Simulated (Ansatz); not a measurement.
## ZnTe under load (space group F-43m): band-edge transport data

Consider the following.

```xyz
2
Lattice="0.0000 3.0779 3.0779 3.0779 0.0000 3.0779 3.0779 3.0779 0.0000" Properties=species:S:1:pos:R:3 pbc="T T T"
Zn     3.0779     3.0779     3.0779
Te     1.5389     1.5389     1.5389
```

All values below come from PBEsol with spin-orbit coupling, rigid bands (plane waves, PAW; Ansatz, a program for electronic structure). Condition of this run: hydrostatic pressure -2 GPa (the target of the relaxation). Geometry: cell and atoms relaxed with PBEsol, then loaded as said.

```
Quantity                                                                                                                                                      Result
---------------------------------------------------------------------------------------------------------------------------------------  ---------------------------
band gap                                                                                                                                                     0.75 eV
electron conductivity mass (300 K, dilute)                                                                                                                  0.075 mₑ
hole conductivity mass (300 K, dilute)                                                                                                                       0.50 mₑ
effective density of states N_c (300 K)                                                                                                                  4.9e17 cm⁻³
effective density of states N_v (300 K)                                                                                                                  1.6e19 cm⁻³
density-of-states mass, electrons                                                                                                                           0.072 mₑ
density-of-states mass, holes                                                                                                                                0.74 mₑ
Seebeck coefficient, n-type 1e19 cm⁻³, 300 K                                                                                                                -52 μV/K
best n-type power factor at 300 K for τ = 10 fs (best axis; densities from 1e16 to 1e21 cm⁻³ tried, whether or not they can be reached)  9.5 μW/(cm·K²) at 3e20 cm⁻³
Seebeck coefficient, p-type 1e19 cm⁻³, 300 K                                                                                                                260 μV/K
best p-type power factor at 300 K for τ = 10 fs (best axis; densities from 1e16 to 1e21 cm⁻³ tried, whether or not they can be reached)  5.2 μW/(cm·K²) at 1e20 cm⁻³
```

Rigid bands; masses and Seebeck coefficients take one relaxation time τ for all states and one kind of carrier; polarons and phonon drag are left out.
